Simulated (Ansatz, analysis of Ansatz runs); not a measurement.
# Does N_O go to the (010) surface of TiO2?, part 2 of 2

How does the energy of N_O change with depth under the (010) face of TiO2? Model: a cell of 96 host atoms with 1 O taken out and 1 N put in, a symmetric slab with vacuum.

Ansatz 0.2.0; plane-wave PAW DFT, PBEsol; a slab with vacuum, neutral defects.

So far. Step 2 (The clean slab): On a dense mesh the slab's energy differs by 3 meV an atom, so the sampling is kept; the layers are compared at one sampling, where most of this error should cancel, which was not tested. Step 3 (Does the supercell reconstruct?): Atoms end at most 0.00 Å from the small cell's positions, so the small cell's structure is at least a local minimum.

## 5. Energies and states

Single points on the relaxed structures give the energies, all at one sampling, and show where the defect's states lie.

Contents of layer2_M1.point.pbesol/input.yaml:

```yaml
crystal:
  lattice:
    - [9.0907, 0.0, 0.0]
    - [0.0, 11.039238, 0.0]
    - [0.0, 0.0, 22.0]
  atoms:
    - { symbol: Ti, position: [0.22036464, 0.33392667, 0.33582585] }
    - { symbol: Ti, position: [0.4805651, 0.41854791, 0.44177801] }
    - { symbol: Ti, position: [0.26822935, 0.16881764, 0.44227708] }
    - { symbol: Ti, position: [0.52800055, 0.08412215, 0.33603984] }
    - { symbol: Ti, position: [0.229847, 0.33158917, 0.55726612] }
    - { symbol: Ti, position: [0.46935938, 0.41560838, 0.66184652] }
    - { symbol: Ti, position: [0.28140262, 0.16819764, 0.66510226] }
    - { symbol: Ti, position: [0.51782324, 0.08253755, 0.55768163] }
    - { symbol: O, position: [0.3610993, 0.31029107, 0.48136016] }
    - { symbol: O, position: [0.12856486, 0.45719987, 0.29799528] }
    - { symbol: O, position: [0.38930661, 0.4396724, 0.36757788] }
    - { symbol: O, position: [0.13273283, 0.316411, 0.40876768] }
    - { symbol: O, position: [0.35956929, 0.18980747, 0.36759233] }
    - { symbol: O, position: [0.11597158, 0.06657305, 0.40889165] }
    - { symbol: O, position: [0.38796006, 0.06047207, 0.48175662] }
    - { symbol: O, position: [0.12020831, 0.20705687, 0.29790758] }
    - { symbol: O, position: [0.37957313, 0.29030593, 0.70382806] }
    - { symbol: O, position: [0.11037726, 0.44023573, 0.51783224] }
    - { symbol: O, position: [0.38131213, 0.43518746, 0.58887394] }
    - { symbol: O, position: [0.13980978, 0.31144918, 0.63263546] }
    - { symbol: O, position: [0.3671289, 0.18565946, 0.59124328] }
    - { symbol: O, position: [0.11008525, 0.06074674, 0.63187075] }
    - { symbol: O, position: [0.37076707, 0.04155676, 0.70195552] }
    - { symbol: O, position: [0.13811532, 0.1904066, 0.51809448] }
    - { symbol: Ti, position: [0.22120072, 0.83463556, 0.3359451] }
    - { symbol: Ti, position: [0.48176623, 0.91940918, 0.44251104] }
    - { symbol: Ti, position: [0.26759187, 0.6697165, 0.44187259] }
    - { symbol: Ti, position: [0.52865589, 0.58444424, 0.33587368] }
    - { symbol: Ti, position: [0.23119683, 0.83350076, 0.55693152] }
    - { symbol: Ti, position: [0.47057568, 0.91596269, 0.66397445] }
    - { symbol: Ti, position: [0.27737479, 0.66648918, 0.66284315] }
    - { symbol: Ti, position: [0.51526676, 0.58183834, 0.55593744] }
    - { symbol: O, position: [0.36158855, 0.8104214, 0.48148604] }
    - { symbol: O, position: [0.12852962, 0.95725125, 0.29800157] }
    - { symbol: O, position: [0.38944547, 0.93994862, 0.36787332] }
    - { symbol: O, position: [0.13318706, 0.81658483, 0.40886145] }
    - { symbol: O, position: [0.35984445, 0.68999012, 0.36743274] }
    - { symbol: O, position: [0.11611094, 0.56668343, 0.40879971] }
    - { symbol: O, position: [0.38727774, 0.56002975, 0.48105148] }
    - { symbol: O, position: [0.12085272, 0.70730374, 0.29804906] }
    - { symbol: O, position: [0.37851984, 0.79226084, 0.70125443] }
    - { symbol: O, position: [0.11146541, 0.94108841, 0.51777032] }
    - { symbol: O, position: [0.38337127, 0.93473244, 0.59075323] }
    - { symbol: O, position: [0.13967091, 0.81077275, 0.63169392] }
    - { symbol: O, position: [0.36885302, 0.68458773, 0.5903109] }
    - { symbol: O, position: [0.11202314, 0.56130876, 0.63033151] }
[... 2 lines left out ...]
    - { symbol: Ti, position: [0.72087798, 0.33410182, 0.33602507] }
    - { symbol: Ti, position: [0.98083587, 0.41888551, 0.44199385] }
    - { symbol: Ti, position: [0.7683603, 0.16835251, 0.44228425] }
    - { symbol: Ti, position: [1.02791269, 0.08423209, 0.33606143] }
    - { symbol: Ti, position: [0.73177322, 0.3320387, 0.55678254] }
    - { symbol: Ti, position: [0.97221793, 0.41542992, 0.6634714] }
    - { symbol: Ti, position: [0.7774763, 0.16635177, 0.66365678] }
    - { symbol: Ti, position: [1.01822861, 0.08204219, 0.55799264] }
[... 16 lines left out ...]
    - { symbol: Ti, position: [0.72111495, 0.8342968, 0.33602344] }
    - { symbol: Ti, position: [0.98057165, 0.91896923, 0.44228814] }
    - { symbol: Ti, position: [0.76802338, 0.66930788, 0.44229035] }
    - { symbol: Ti, position: [1.02812707, 0.58449209, 0.33589893] }
    - { symbol: Ti, position: [0.73060139, 0.83121825, 0.55797642] }
    - { symbol: Ti, position: [0.97268256, 0.91752423, 0.66363984] }
    - { symbol: Ti, position: [0.78360168, 0.66676593, 0.66558906] }
    - { symbol: Ti, position: [1.0179367, 0.58270756, 0.55697604] }
[... 7 lines left out ...]
    - { symbol: O, position: [0.62110983, 0.70706939, 0.29791664] }
    - { symbol: O, position: [0.8789504, 0.79800381, 0.70308943] }
    - { symbol: O, position: [0.61151078, 0.94057647, 0.51840883] }
    - { symbol: O, position: [0.88327537, 0.93447888, 0.59096257] }
    - { symbol: O, position: [0.64018084, 0.81093237, 0.63256417] }
    - { symbol: O, position: [0.86662845, 0.68411742, 0.59127258] }
    - { symbol: "N", position: [0.6073066, 0.55732794, 0.63856676] }
    - { symbol: O, position: [0.88300332, 0.54657908, 0.70241712] }
    - { symbol: O, position: [0.63812226, 0.69079515, 0.51810257] }
basis:
  ecutwfc: 420
  xc_grid: 2
hamiltonian:
  xc: pbesol
  pseudopotentials: { kind: paw, azcp: { folder: soft_1 }, xc_functional: pbe }
kpoints:
  mp_grid: { grid: [1, 1, 1] }
magnetization:
  spin_polarized: true
  initial_magnetization: 1
  spin_locking: { lock_magnetization: hard }
scf:
  occupations: { method: fermi_dirac, width: 0.01 }
  max_iter: 80
output:
  forces: true
  eigenvalues: true
  eigenstates: { localisation: true }
  populations: true
checkpoint:
  write: "../layer2_M1.point.pbesol.run"
  compress: false
  write_wavefunctions: false
  write_every: 100000
```

Command:

```console
$ ansatz run input.yaml --threads 32 --pin off --max-ram 84787MiB --backend cuda --events-out ev --progress --plain --runs-dir out --max-vram 78GiB
```

Elapsed: 3.8 s, on 1 × NVIDIA GB200 with 32 threads of Arm Neoverse V2, shared host; peak memory 1.8 GiB.

States next to the filling edge at the first k-point, on the run's own zero (eigenstates.tsv). The participation number counts the atoms that a state is spread over, of 96; bands count from 0.

| spin | band | energy (eV) | occupation | participation | largest share on | share |
| --- | --- | --- | --- | --- | --- | --- |
| down | 377 | -0.172 | 1.00 | 22.4 | O85 | 0.11 |
| down | 378 | -0.111 | 1.00 | 17.6 | O40 | 0.09 |
| down | 379 | -0.046 | 1.00 | 26.5 | N94 | 0.09 |
| down | 380 | 0.059 | 1.00 | 25.6 | O95 | 0.09 |
| down | 381 | 0.126 | 1.00 | 48.4 | O82 | 0.03 |
| down | 382 | 0.286 | 1.00 | 7.2 | N94 | 0.32 |
| down | 383 | 1.352 | 0.00 | 3.6 | N94 | 0.51 |
| down | 384 | 2.785 | 0.00 | 39.9 | Ti2 | 0.05 |
| down | 385 | 2.799 | 0.00 | 38.4 | Ti27 | 0.05 |
| down | 386 | 2.811 | 0.00 | 26.0 | Ti32 | 0.09 |
| down | 387 | 2.819 | 0.00 | 28.2 | Ti27 | 0.09 |
| up | 378 | -0.124 | 1.00 | 31.9 | O40 | 0.08 |
| up | 379 | -0.107 | 1.00 | 34.4 | O58 | 0.06 |
| up | 380 | -0.008 | 1.00 | 17.0 | N94 | 0.13 |
| up | 381 | 0.084 | 1.00 | 28.6 | N94 | 0.12 |
| up | 382 | 0.107 | 1.00 | 17.3 | N94 | 0.16 |
| up | 383 | 0.224 | 1.00 | 10.5 | N94 | 0.27 |
| up | 384 | 2.780 | 0.00 | 41.4 | Ti2 | 0.05 |
| up | 385 | 2.794 | 0.00 | 34.2 | Ti27 | 0.08 |
| up | 386 | 2.808 | 0.00 | 27.3 | Ti8 | 0.10 |
| up | 387 | 2.814 | 0.00 | 30.7 | Ti2 | 0.06 |
| up | 388 | 2.826 | 0.00 | 32.5 | Ti51 | 0.08 |

Under PBEsol, periodic cell with vacuum at the zone centre alone, the highest filled state is spin down, spread over 7 of 96 atoms, and the lowest empty one, 1.07 eV above it, is spin down, spread over 4 of 96 atoms.

The largest moments in the atoms' spheres: N94 0.57, O47 0.07, O68 0.04, O45 0.03, O92 0.02, Ti6 -0.02 μB.

Against the clean slab and O (O2 molecule) and N (N2 molecule):

| layer | depth (Å) | total moment (μB) | formation energy (eV) | against the deepest layer (eV) |
| --- | --- | --- | --- | --- |
| 1 | 0.00 | 1 | 5.14 | 0.09 |
| 2 | 1.53 | 1 | 4.81 | -0.24 |
| 3 | 2.44 | 1 | 4.85 | -0.21 |
| 4 | 4.04 | 1 | 5.05 | 0.00 |

## 6. What came out

| Property | Result |
| --- | --- |
| highest less deepest of the layers obtained (PBEsol) | 0.09 eV |
| layer of the lowest energy (PBEsol) | 2 |

**Reading.** Under PBEsol N_O is 0.09 eV higher in layer 1 than in layer 4, 4.0 Å down, and layer 2 is lowest of all, by 0.24 eV: it gathers just under the surface. At 600 K the Boltzmann factor between the best layer and the deepest is about 108 a site, entropy of vibration left out. The two deepest layers differ by 0.21 eV, so it has not levelled off: the slab is too thin, or the sites are unlike. The clean slab's gap at this sampling is 2.62 eV. Limits: neutral states alone; one site a layer, which need not be the same crystallographic site in every layer, at most four layers; one defect on one side of the slab, 9.1 Å from its images and with no dipole correction; the deepest layer of so thin a slab is not yet bulk, and the thickness was not varied; the in-plane lattice is the database's, not relaxed here; no adsorbates, no temperature.

[Logs are printed without paths, hosts, clocks, repeated set-up lines and the standing remarks that a program may print on its own settings, such as how far it seeks lower states.]

[Hosts, paths, dates, database ids (printed as entryN), source tags and the programs' standing remarks are cut or masked in the printed files.]

[Maps of the electrostatic potential energy from Ansatz leave out the sawtooth potential of an applied field or a dipole correction, so their vacuum need not be flat.]
